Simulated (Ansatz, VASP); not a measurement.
This is a calculation of CdSe (Cadmoselite) for VASP 6.6.1.

File INCAR:

```
SYSTEM = CdSe
PREC = Accurate
ENCUT = 520
EDIFF = 1E-6
ISMEAR = -1
SIGMA = 0.05
LREAL = .False.
LASPH = .True.
NELM = 60
ALGO = Normal
ISIF = 2
LWAVE = .False.
LCHARG = .True.
GGA = B5
ALDAX = 1.0
AGGAX = 1.0
AGGAC = 1.0
ALDAC = 0.0
LELF = .True.
LVHAR = .True.
NBANDS = 26
```

The input KPOINTS:

```
Automatic mesh
0
Gamma
  7 7 4
  0 0 0
```

File POSCAR:

```
CdSe
1.0
    4.3284776511      0.0000000000      0.0000000000
   -2.1642388256      3.7485716056      0.0000000000
    0.0000000000      0.0000000000      7.0664914211
Cd Se
2 2
Direct
    0.6666666667      0.3333333333      0.5000000000
    0.3333333333      0.6666666667      0.0000000000
    0.6666666667      0.3333333333      0.8850000000
    0.3333333333      0.6666666667      0.3850000000
```

Potentials or basis: VASP PAW PBE potentials, release 64 (Cd, Se).

Command:

```bash
$ cat potpaw_PBE.64/Cd/POTCAR potpaw_PBE.64/Se/POTCAR > POTCAR
$ mpirun -np 1 vasp_std > vasp.out
```

Translate it to Ansatz 0.2.0. Potentials there: Ansatz PAW.

As run (the cutoff follows the program's own potentials):

Contents of input.yaml:

```yaml
crystal:
  lattice:
    - [4.3284776511, 0.0, 0.0]
    - [-2.1642388256, 3.7485716056, 0.0]
    - [0.0, 0.0, 7.0664914211]
  atoms:
    - { symbol: Cd, position: [0.6666666667, 0.3333333333, 0.5] }
    - { symbol: Cd, position: [0.3333333333, 0.6666666667, 0.0] }
    - { symbol: Se, position: [0.6666666667, 0.3333333333, 0.885] }
    - { symbol: Se, position: [0.3333333333, 0.6666666667, 0.385] }
hamiltonian:
  xc: blyp
  pseudopotentials: { kind: paw }
kpoints:
  mp_grid: { grid: [7, 7, 4] }
scf:
  occupations: { method: fermi_dirac, width: 0.05 }
output:
  forces: true
  stress: true
  eigenvalues: true
```

Potentials or basis: Ansatz PAW.

Command:

```bash
$ ansatz run input.yaml --threads 2 --pin off --max-ram 5120MiB --backend cpu --events-out ev --progress --plain --runs-dir out
```

Both were run:

|  | VASP | Ansatz | Ansatz less VASP |
| --- | --- | --- | --- |
| gap on the k mesh at the Fermi level (eV) | 0.61 | 0.58 | -0.029 |
| least direct gap on the mesh (eV) | 0.61 | 0.58 | -0.029 |
| pressure (GPa) | 5.1 | 4.7 | -0.43 |
| largest component of the traceless stress (GPa) | 1.31 | 1.24 | -0.070 |
| rms of the force components (eV/Å) | 0.171 | 0.164 | -0.0067 |

Atom by atom the forces differ by 0.007 eV/Å (rms over components). The functional is the same, so the differences come from potentials, cutoffs and numerics. The two sets of potentials don't hold the same shells in valence.

Caveats: the PAW data sets were made with another functional, which shifts forces and pressure a little (VASP); odd divisions of the mesh miss points on the zone boundary, where band edges often lie, so the gap on the mesh can be too wide (Ansatz); the PAW data sets come from PBE, with cores solved anew for the run's functional, which leaves a small shift of forces and pressure (Ansatz). Expect the measured gap to be larger: semilocal functionals such as BLYP lack the derivative discontinuity.
